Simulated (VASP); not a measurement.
Crystal: AlN.

```xyz
4
Lattice="3.3121 0.0000 0.0000 -1.6561 2.8684 0.0000 0.0000 0.0000 4.1876" Properties=species:S:1:pos:R:3 pbc="T T T"
Al    0.0000    1.9123    3.1407
Al    1.6561    0.9561    1.0469
N     0.0000    1.9123    1.0469
N     1.6561    0.9561    3.1407
```

Measurements of this composition are mostly on another form, of space group No. 186.

- Program: VASP 6.6.1
- Task: relaxation of cell and atoms
- Functional: PBE
- Dispersion: D3(BJ)
- Potentials or basis: VASP PAW PBE potentials, release 64 (Al, N)
- Cutoff: 600 eV
- k mesh: 9 × 9 × 6
- Occupations: gaussian, width 0.02 eV
- Spin: no spin polarisation

At the start: pressure -4.9 GPa; volume 9.95 Å³/atom.

Question: How do energy, volume and symmetry change on relaxing?

Answer: Over 5 steps the energy falls by 3.7 meV/atom and the volume is 9.71 Å³/atom (-2.4 %); space group P6_3/mmc (No. 194, to 0.05 Å).

The path:
| step | energy change (eV) | largest force (eV/Å) | pressure (GPa) | volume (Å³) |
| --- | --- | --- | --- | --- |
| 1 | 0.0000 | 0.0000 | -4.90 | 39.78 |
| 2 | -0.0029 | 0.0000 | 4.67 | 38.06 |
| 3 | -0.0144 | 0.0000 | -0.01 | 38.86 |
| 4 | -0.0147 | 0.0000 | -0.01 | 38.85 |
| 5 | -0.0148 | 0.0000 | 0.00 | 38.83 |

Final structure:
```
Al N
1.0
     3.29099    0.00000    0.00000
    -1.64549    2.85008    0.00000
     0.00000    0.00000    4.14013
Al N
2 2
Direct
  0.33333 0.66667 0.75000
  0.66667 0.33333 0.25000
  0.33333 0.66667 0.25000
  0.66667 0.33333 0.75000
```
